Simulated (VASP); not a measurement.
A run of VASP 6.6.1 is set up as follows.

Contents of INCAR:

```
SYSTEM = Cu3I
ALGO = Normal
EDIFF = 1E-7
ENCUT = 520
GGA = PE
ISIF = 2
ISMEAR = -1
LASPH = .TRUE.
LCHARG = .FALSE.
LREAL = .FALSE.
LWAVE = .FALSE.
NBANDS = 28
NELM = 60
PREC = Accurate
SIGMA = 0.1
```

KPOINTS

```
k-points
0
G
  4 4 4
  0 0 0
```

File POSCAR:

```
Cu3I
1.0
    4.1924030000      0.0000000000      0.0000000000
    0.0000000000      4.1924030000      0.0000000000
    0.0000000000      0.0000000000      4.1924030000
I Cu
1 3
Direct
    0.0000000000      0.0000000000      0.0000000000
    0.0000000000      0.5000000000      0.5000000000
    0.5000000000      0.0000000000      0.5000000000
    0.5000000000      0.5000000000      0.0000000000
```

Potentials or basis: VASP PAW PBE potentials, release 64 (I, Cu).

Command:

```console
$ cat potpaw_PBE.64/I/POTCAR potpaw_PBE.64/Cu/POTCAR > POTCAR
$ mpirun -np 1 vasp_std > vasp.out
```

Q: Predict the pressure.

A: -5.3 GPa.

Q: What does it give for the band gap on the k mesh?

A: 0.10 eV, indirect (least direct gap 0.68 eV).

Caveat: spin-orbit coupling is left out, which moves the levels of the heavy elements. A k mesh can miss the band edges.
